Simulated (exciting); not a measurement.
# Ta2N (P-3m1) in exciting: reference runs

Reference runs on Ta2N: the cell as given.

Program: exciting (release sodium). These are calculated values, not measurements. Logs are shortened: lines on timing, memory, paths and dates and some standing lists are left out, and cuts for length are marked.

### 1 The structure

It takes space group P-3m1 (No. 164, trigonal). Conventional cell: a = 3.113 Å, b = 3.113 Å, c = 4.870 Å, α = 90.00°, β = 90.00°, γ = 120.00°. Ta (site symmetry 3m) is surrounded by 3 N at 2.18 Å. N (site symmetry -3m) has 6 Ta at 2.18 Å as nearest neighbours.

The cell comes from a database or a generator and needn't be the stable form of this composition.

### 2 Single point, PBE

input.xml

```xml
<input>
  <title>Ta2N</title>
  <structure speciespath="./" tshift="false">
    <crystal scale="1">
      <basevect>5.882455710230 0.000000000000 0.000000000000</basevect>
      <basevect>-2.941227855115 5.094356081585 0.000000000000</basevect>
      <basevect>0.000000000000 0.000000000000 9.202665760474</basevect>
    </crystal>
    <species speciesfile="Ta.xml" rmt="2.29">
      <atom coord="0.333333333300 0.666666666700 0.254711000000"/>
      <atom coord="0.666666666700 0.333333333300 0.745289000000"/>
    </species>
    <species speciesfile="N.xml" rmt="1.45">
      <atom coord="0.000000000000 0.000000000000 0.000000000000"/>
    </species>
  </structure>
  <groundstate do="fromscratch" ngridk="10 10 6" rgkmax="7" gmaxvr="14" lmaxapw="10" lmaxmat="10" lmaxvr="8" xctype="GGA_PBE" stype="Fermi Dirac" swidth="0.00183747" nempty="20" ValenceRelativity="iora*" epsengy="1e-06" epspot="1e-06" maxscl="80" tforce="true" outputlevel="normal"/>
</input>
```

Potentials or basis: all-electron LAPW+lo, shipped species files, valence relativity iora*.

Run with:

```console
$ OMP_NUM_THREADS=1 exciting_smp
```

INFO.OUT:

```text
================================================================================
EXCITING SODIUM started
[... 10 lines left out ...]

 Lattice vectors (cartesian) :
      5.8824557102      0.0000000000      0.0000000000
     -2.9412278551      5.0943560816      0.0000000000
      0.0000000000      0.0000000000      9.2026657605

 Reciprocal lattice vectors (cartesian) :
      1.0681228413      0.6166810100     -0.0000000000
      0.0000000000      1.2333620200      0.0000000000
      0.0000000000     -0.0000000000      0.6827570913

 Unit cell volume                           :     275.7792667109
 Brillouin zone volume                      :       0.8994520016

 Species :    1 (Ta)
     parameters loaded from                 :    Ta.xml
     name                                   :    tantalum
     nuclear charge                         :     -73.00000000
     electronic charge                      :      73.00000000
     atomic mass                            :  329847.84330000
     muffin-tin radius                      :       2.29000000
     # of radial points in muffin-tin       :     450

     atomic positions (lattice) :
       1 :   0.33333333  0.66666667  0.25471100
       2 :   0.66666667  0.33333333  0.74528900

 Species :    2 (N)
     parameters loaded from                 :    N.xml
     name                                   :    nitrogen
     nuclear charge                         :      -7.00000000
     electronic charge                      :       7.00000000
     atomic mass                            :   25532.72506000
     muffin-tin radius                      :       1.45000000
     # of radial points in muffin-tin       :     250

     atomic positions (lattice) :
       1 :   0.00000000  0.00000000  0.00000000

 Total number of atoms per unit cell        :       3

 Spin treatment                             :    spin-unpolarised

 Number of Bravais lattice symmetries       :      24
 Number of crystal symmetries               :      12

 k-point grid                               :      10   10    6
 Total number of k-points                   :      72
 k-point set is reduced with crystal symmetries

 R^MT_min * |G+k|_max (rgkmax)              :       7.00000000
 Species with R^MT_min                      :       2 (N)
 Maximum |G+k| for APW functions            :       4.82758621
 Maximum |G| for potential and density      :      14.00000000

 G-vector grid sizes                        :      27    27    45
 Total number of G-vectors                  :   12803

 Maximum angular momentum used for
     APW functions                          :      10
     computing H and O matrix elements      :      10
     potential and density                  :       8
     inner part of muffin-tin               :       2

 Total nuclear charge                       :    -153.00000000
 Total electronic charge                    :     153.00000000
 Total core charge                          :      94.00000000
 Total valence charge                       :      59.00000000

 Number of empty states                     :      20
 Total number of valence states             :      50

 Maximum Hamiltonian size                   :     598
 Maximum number of plane-waves              :     540
 Total number of local-orbitals             :      58

 Exchange-correlation type                  :      20
[... 23 lines left out ...]
+ SCF iteration number :    1                                                  +
++++++++++++++++++++++++++++++++++++++++++++++++++++++++++++++++++++++++++++++++
 Total energy                               :    -31278.59509612
 _______________________________________________________________
 Fermi energy                               :         0.53865203
 Kinetic energy                             :     35158.63533040
 Coulomb energy                             :    -65795.35298961
 Exchange energy                            :      -632.78246648
 Correlation energy                         :        -9.09497043

 DOS at Fermi energy (states/Ha/cell)       :        42.76162191

 Electron charges :
     core                                   :        94.00000000
     core leakage                           :         0.00002746
     valence                                :        59.00000000
     interstitial                           :         7.17726024
     charge in muffin-tin spheres :
                  atom     1    Ta          :        69.84310471
                  atom     2    Ta          :        69.84310471
                  atom     3     N          :         6.13653034
     total charge in muffin-tins            :       145.82273976
     total charge                           :       153.00000000
[... 254 lines left out ...]
 Electron charges :
     core                                   :        94.00000000
     core leakage                           :         0.00002679
     valence                                :        59.00000000
     interstitial                           :         7.19483006
     charge in muffin-tin spheres :
                  atom     1    Ta          :        70.15544777
                  atom     2    Ta          :        70.15544777
                  atom     3     N          :         5.49427441
     total charge in muffin-tins            :       145.80516994
     total charge                           :       153.00000000

 RMS change in effective potential (target) :  0.154991E-02  ( 0.100000E-05)
 Absolute change in total energy   (target) :  0.263537      ( 0.100000E-05)
 Charge distance                   (target) :  0.725486E-04  ( 0.100000E-04)
 Abs. change in max-nonIBS-force   (target) :  0.689644E-01  ( 0.500000E-04)

++++++++++++++++++++++++++++++++++++++++++++++++++++++++++++++++++++++++++++++++
[... 7 further cycles ...]
+ SCF iteration number :   18                                                  +
++++++++++++++++++++++++++++++++++++++++++++++++++++++++++++++++++++++++++++++++
 Total energy                               :    -31307.08492861
 _______________________________________________________________
 Fermi energy                               :         0.54821476
 Kinetic energy                             :     35138.22222587
 Coulomb energy                             :    -65803.15077839
 Exchange energy                            :      -633.04418712
 Correlation energy                         :        -9.11218898

 DOS at Fermi energy (states/Ha/cell)       :        48.00890255

 Electron charges :
     core                                   :        94.00000000
     core leakage                           :         0.00002680
     valence                                :        59.00000000
     interstitial                           :         7.19491236
     charge in muffin-tin spheres :
                  atom     1    Ta          :        70.15511578
                  atom     2    Ta          :        70.15511578
                  atom     3     N          :         5.49485609
     total charge in muffin-tins            :       145.80508764
     total charge                           :       153.00000000
[... 259 lines left out ...]
 Electron charges :
     core                                   :        94.00000000
     core leakage                           :         0.00002680
     valence                                :        59.00000000
     interstitial                           :         7.19491234
     charge in muffin-tin spheres :
                  atom     1    Ta          :        70.15511579
                  atom     2    Ta          :        70.15511579
                  atom     3     N          :         5.49485609
     total charge in muffin-tins            :       145.80508766
     total charge                           :       153.00000000

 RMS change in effective potential (target) :  0.120163E-08  ( 0.100000E-05)
 Absolute change in total energy   (target) :  0.247324E-06  ( 0.100000E-05)
 Charge distance                   (target) :  0.488843E-09  ( 0.100000E-04)
 Abs. change in max-nonIBS-force   (target) :  0.131156E-07  ( 0.500000E-04)

++++++++++++++++++++++++++++++++++++++++++++++++++++++++++++++++++++++++++++++++
| Convergency criteria checked for the last 2 iterations                       +
| Convergence targets achieved. Performing final SCF iteration                 +
++++++++++++++++++++++++++++++++++++++++++++++++++++++++++++++++++++++++++++++++
 Total energy                               :    -31307.08492391
 _______________________________________________________________
 Fermi energy                               :         0.54821476
 Kinetic energy                             :     35138.22222780
 Coulomb energy                             :    -65803.15077575
 Exchange energy                            :      -633.04418699
 Correlation energy                         :        -9.11218897

 DOS at Fermi energy (states/Ha/cell)       :        48.00890266

 Electron charges :
     core                                   :        94.00000000
     core leakage                           :         0.00002680
     valence                                :        59.00000000
     interstitial                           :         7.19491235
     charge in muffin-tin spheres :
                  atom     1    Ta          :        70.15511578
                  atom     2    Ta          :        70.15511578
                  atom     3     N          :         5.49485609
     total charge in muffin-tins            :       145.80508765
     total charge                           :       153.00000000

++++++++++++++++++++++++++++++++++++++++++++++++++++++++++++++++++++++++++++++++
+ Self-consistent loop stopped                                                 +
++++++++++++++++++++++++++++++++++++++++++++++++++++++++++++++++++++++++++++++++
 STATE.OUT is written

--------------------------------------------------------------------------------
- Writing atomic positions and forces                                          -
--------------------------------------------------------------------------------

 Atomic positions (lattice) :
 atom     1  Ta  :     0.33333333    0.66666667    0.25471100
 atom     2  Ta  :     0.66666667    0.33333333    0.74528900
 atom     3   N  :     0.00000000    0.00000000    0.00000000

 Total atomic forces including IBS (cartesian) :
 atom     1  Ta  :    -0.00000000   -0.00000000   -0.00079585
 atom     2  Ta  :     0.00000000    0.00000000    0.00079585
 atom     3   N  :    -0.00000000   -0.00000000    0.00000000

 Atomic force components including IBS (cartesian) :
 atom     1  Ta  :    -0.00000000   -0.00000000   -0.61838226   HF force
                 :    -0.00000000    0.00000000    0.30517136   core correction
                 :    -0.00000000    0.00000000    0.31241506   IBS correction
 atom     2  Ta  :     0.00000000    0.00000000    0.61838226   HF force
                 :     0.00000000    0.00000000   -0.30517136   core correction
                 :     0.00000000    0.00000000   -0.31241506   IBS correction
 atom     3   N  :    -0.00000000   -0.00000000   -0.00000000   HF force
                 :    -0.00000000    0.00000000    0.00000000   core correction
                 :    -0.00000000   -0.00000000    0.00000000   IBS correction

********************************************************************************
[... 7 lines left out ...]
| EXCITING SODIUM stopped                                                      =
================================================================================
```

It took 9.1 min on 1 thread of AMD EPYC 9R45 (Zen 5), shared host; peak memory 0.17 GiB.

What came out:

| Property | Result |
| --- | --- |
| Free energy | -851909.1937 eV |
| Largest force | 0.041 eV/Å |
| Band gap on the k mesh | none (metal or under the smearing width) |
| All electrons inside the program's atomic spheres | Ta 70.16; N 5.49 (radii Ta 2.29, N 1.45 bohr) |

Forces on the atoms (eV/Å):
```
Ta   0.000  0.000 -0.041
Ta   0.000  0.000  0.041
N    0.000  0.000  0.000
```

Levels at points of the mesh, in eV from the Fermi level:
| k point | band 28 | band 29 | band 30 | band 31 | band 32 | band 33 |
| --- | --- | --- | --- | --- | --- | --- |
| (0.00, 0.00, 0.00) | -0.65 | -0.23 | -0.23 | 0.27 | 0.28 | 0.28 |
| (0.50, 0.00, 0.00) | -2.61 | -1.38 | 1.76 | 1.88 | 3.70 | 3.98 |
| (0.00, 0.00, 0.50) | -2.65 | -1.11 | -1.11 | 1.76 | 1.89 | 2.29 |
| (0.50, 0.00, 0.50) | -2.16 | -2.12 | -0.27 | 0.72 | 3.28 | 3.51 |

Caveat: the log's total energy holds no entropy term; the free energy is that total less TS from the occupations. Spin-orbit coupling is left out, which matters for the levels of Ta.
